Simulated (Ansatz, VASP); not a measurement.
## Two plane-wave programs on CdS (Hawleyite)

```
CELL_PARAMETERS angstrom
0.00000 2.91650 2.91650
2.91650 0.00000 2.91650
2.91650 2.91650 0.00000
ATOMIC_POSITIONS crystal
Cd 0.00000 0.00000 0.00000
S 0.75000 0.75000 0.75000
```

Alike in both runs: functional PBE; k mesh 5 × 5 × 5; occupations fermi-dirac, width 0.05 eV; no spin polarisation.

```csv
,VASP,Ansatz
version,VASP 6.6.1,Ansatz 0.2.0
potentials or method,"VASP PAW PBE potentials, release 64 (Cd, S)",Ansatz PAW
plane-wave cutoff (eV),520,420
valence electrons in the cell,18,26
task,single point,projected density of states
```

|  | VASP | Ansatz | Ansatz less VASP |
| --- | --- | --- | --- |
| gap on the k mesh at the Fermi level (eV) | 1.15 | 1.14 | -0.004 |
| least direct gap on the mesh (eV) | 1.15 | 1.14 | -0.004 |
| pressure (GPa) | 3.2 | 2.9 | -0.36 |

The two sets of potentials don't hold the same shells in valence.

Caveats: odd divisions of the mesh miss points on the zone boundary, where band edges often lie, so the gap on the mesh can be too wide (Ansatz); the density of states is complete only up to the lowest level of the last band computed (Ansatz). PBE gaps usually lie below the measured ones, often by a third to a half.
